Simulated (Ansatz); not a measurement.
What a change of settings does to a run on Be

The geometry is COD entry 9012017, unchecked; take it as a test cell. It was measured hot, at 658 K. The listed cell was then made from it by scaling, straining or moving an atom.

First run: DFT, PBE, PAW with Ansatz's default frozen-core files, scalar-relativistic (Ansatz 0.2.0).

Command: `ansatz run input.yaml --threads 1 --pin off --max-ram 2048MiB --backend cpu --events-out ev --progress --plain --runs-dir out` The run took 12 s on 1 thread of AMD EPYC 7R43 64-Core Processor (Zen 3), on a shared host, peak memory 0.64 GiB.

```yaml
crystal:
  lattice:
    - [2.2995019849, -0.0459900397, -0.0459900397]
    - [-1.1895795352, 2.0144221548, -0.0168335228]
    - [-0.072018, -0.072018, 3.6009]
  atoms:
    - { symbol: Be, position: [0.3333333333, 0.6666666667, 0.25] }
    - { symbol: Be, position: [0.6666666667, 0.3333333333, 0.75] }
kpoints:
  mp_grid: { grid: [20, 20, 11] }
scf:
  occupations: { method: fermi_dirac, width: 0.05 }
hamiltonian:
  xc: pbe
  pseudopotentials: { kind: paw }
output:
  forces: true
  stress: true
  eigenvalues: true
  efg: { contact_densities: true }
```

Result: converged; pressure -4.30 GPa; largest force 0.114 eV/Å; no gap on the k mesh; 6 SCF iterations.

The input is then changed:

```diff
@@ -10,5 +10,5 @@
   mp_grid: { grid: [20, 20, 11] }
 scf:
-  occupations: { method: fermi_dirac, width: 0.05 }
+  occupations: { method: tetrahedron_uncorrected }
 hamiltonian:
   xc: pbe
@@ -19,3 +19,7 @@
   eigenvalues: true
   efg: { contact_densities: true }
+  write_density: true
+  write_potential: true
+  elf: true
+  volumetric_format: npy
```

Q: Predict the outcome of the changed run.

A: It converged; energy at zero smearing +5.4 meV/atom from the first run; pressure -4.26 GPa; largest force 0.116 eV/Å; no gap on the k mesh; 6 SCF iterations.

The results part of its log:

```
SCF 1 converged in 6 iterations: F = -185.469140 eV  dr2 = 1.44e-11
  greatest PAW one-centre occupation: 0.351 electrons in one spin orbital (limit 2), on the Be atom at site 1 (counted from 0), in its partial waves of l = 0
SCF converged after 6 iterations
Free energy (F): -185.469140 eV
Harris-Foulkes:  -185.469140 eV  (|F-HF|=4.46e-12)
Internal energy: -185.469140 eV  (E = F + TS)
E sigma→0 (E₀):  -185.469140 eV
Fermi energy:    7.741826 eV
--- Per-component energies (eV) ---
  E_band       = 11.287449
  E_kinetic    = 41.075830
  E_local      = 5.287259  (includes V_loc(G=0)·N_el)
  E_nonlocal   = 8.714601
  E_hartree    = 0.081914
  E_xc         = -39.213392
  E_vxc        = -41.158918  (∫ρ·V_xc dr)
  E_paw        = -119.079649  (= ΣΔE_a)
  E_vpaw       = -2.795150  (= ΣTr[D̂ρ^β])
  E_aug_tail   = -0.000001  (compensation charges beyond the density's cutoff)
  E_ewald      = -82.335702
  E_smearing   = 0.000000  (= −TS)
  E_closure    = 0.000000  (closes the sum)
  Σ components = -185.469140   (vs F -185.469140, Δ=0.00e0)
--- Forces (eV/Å), atoms counted from 1 ---
  atom   1  Be     0.11424152     0.00645195     0.01854239
  atom   2  Be    -0.11424152    -0.00645195    -0.01854239
  max |Σ_I F_I| component: 0.00e0 eV/Å
--- Stress (GPa, compression-positive) ---
       -5.308023       5.410536       6.120690
        5.410536      -4.950417       6.065869
        6.120690       6.065869      -2.512380
  P = ⅓ Tr σ = -4.2569 GPa (-42.569 kbar)
--- PAW observables at the nuclei: V_zz in 10²¹ V/m², potentials from the cell's mean, atoms counted from 1 ---
  atom   1  Be V_zz =    -0.087250   η = 0.7400   by run symmetry: allowed
            electrostatic potential = -242.068344 V   contact ρ = 238.485981 e/Å³
  atom   2  Be V_zz =    -0.087250   η = 0.7400   by run symmetry: allowed
            electrostatic potential = -242.068344 V   contact ρ = 238.485981 e/Å³
--- Band table (eV; the first three rows and the last of 2202) ---
  k-point 0: bands = ["-3.3711", "3.5099", "8.8470", "22.6307", "23.5941", "25.3910"]
  k-point 1: bands = ["-3.3000", "3.0818", "9.4384", "22.6909", "23.6495", "25.3779"]
  k-point 2: bands = ["-3.0866", "2.1416", "10.8659", "22.8660", "23.8087", "25.3255"]
  k-point 2201: bands = ["3.8554", "4.2033", "8.7311", "9.0547", "19.6627", "20.5101"]
```
